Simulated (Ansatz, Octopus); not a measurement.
This is a calculation of C (Carbon) for Ansatz 0.2.0. 

input.yaml

```yaml
crystal:
  lattice:
    - [2.5221, 0.0, 0.0]
    - [-1.26105, 2.1842026709, 0.0]
    - [0.0, 0.0, 8.2371]
  atoms:
    - { symbol: C, position: [0.6666666667, 0.3333333333, 0.84375] }
    - { symbol: C, position: [0.3333333333, 0.6666666667, 0.34375] }
    - { symbol: C, position: [0.6666666667, 0.3333333333, 0.65625] }
    - { symbol: C, position: [0.3333333333, 0.6666666667, 0.15625] }
    - { symbol: C, position: [0.0, 0.0, 0.90625] }
    - { symbol: C, position: [0.0, 0.0, 0.40625] }
    - { symbol: C, position: [0.0, 0.0, 0.59375] }
    - { symbol: C, position: [0.0, 0.0, 0.09375] }
kpoints:
  mp_grid: { grid: [12, 12, 4] }
scf:
  occupations: { method: fermi_dirac, width: 0.05 }
hamiltonian:
  xc: pbesol
  pseudopotentials: { kind: all_electron, lapw: { basis_error: 0.001 } }
output:
  forces: true
  stress: true
  eigenvalues: true
  populations: true
```

Potentials or basis: all-electron LAPW, scalar-relativistic.

Command:

```console
$ ansatz run input.yaml --threads 4 --pin off --max-ram 12288MiB --backend cpu --events-out ev --progress --plain --runs-dir out
```

Task: Set up the same calculation for Octopus 16.4. Potentials or basis there: pseudodojo_pbesol (PseudoDojo 0.4, PBEsol).

Result: As run (cutoffs and basis follow the program's own potentials, and thresholds, step limits or extra output files can differ):

Contents of inp:

```
CalculationMode = gs
UnitsOutput = eV_Angstrom
PeriodicDimensions = 3
ExperimentalFeatures = yes
PseudopotentialSet = pseudodojo_pbesol
%LatticeParameters
 1*angstrom | 1*angstrom | 1*angstrom
%
%LatticeVectors
 2.5221 | 0 | 0
 -1.26105 | 2.1842026709 | 0
 0 | 0 | 8.2371
%
%ReducedCoordinates
 "C" | 0.6666666667 | 0.3333333333 | 0.84375
 "C" | 0.3333333333 | 0.6666666667 | 0.34375
 "C" | 0.6666666667 | 0.3333333333 | 0.65625
 "C" | 0.3333333333 | 0.6666666667 | 0.15625
 "C" | 0 | 0 | 0.90625
 "C" | 0 | 0 | 0.40625
 "C" | 0 | 0 | 0.59375
 "C" | 0 | 0 | 0.09375
%
%Spacing
 0.12610500*angstrom | 0.12610500*angstrom | 0.12672462*angstrom
%
DerivativesOrder = 8
%KPointsGrid
 12 | 12 | 4
%
KPointsUseSymmetries = yes
XCFunctional = gga_x_pbe_sol + gga_c_pbe_sol
SmearingFunction = fermi_dirac
Smearing = 0.05*eV
ExtraStates = 12
Eigensolver = chebyshev_filter
ConvRelDens = 3e-7
MaximumIter = 120
Mixing = 0.2
```

Potentials or basis: pseudodojo_pbesol (PseudoDojo 0.4, PBEsol).

Command:

```sh
$ OMP_NUM_THREADS=1 octopus > out.log
```

Both were run:

|  | Ansatz | Octopus |
| --- | --- | --- |
| Largest force | 0.329 eV/Å | 0.331 eV/Å |

Where Ansatz's input types no cutoff or centring, it takes its own default and a Γ-centred mesh.
